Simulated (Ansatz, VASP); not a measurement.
Pb in VASP and in Ansatz

```xyz
1
Lattice="3.4182 0.0000 0.0000 -1.7091 2.9603 0.0000 0.0000 0.0000 3.2715" Properties=species:S:1:pos:R:3 pbc="T T T"
Pb    0.0000    0.0000    0.0000
```

Alike in both runs: functional PBE; k mesh 13 × 13 × 12; occupations fermi-dirac, width 0.1 eV; no spin polarisation.

Ansatz relaxed the structure, and its values are those at the end. VASP's run is a single point on that final structure, the one shown.

```csv
,VASP,Ansatz
version,VASP 6.6.1,Ansatz 0.2.0
potentials or method,"VASP PAW PBE potentials, release 64 (Pb_d)","PAW with Ansatz's default frozen-core files, scalar-relativistic"
plane-wave cutoff (eV),520,420
valence electrons in the cell,14,14
```

```csv
,VASP,Ansatz,Ansatz less VASP
pressure (GPa),0.0,0.0,+0.05
```

Spin-orbit coupling is left out, which matters for the levels of Pb.
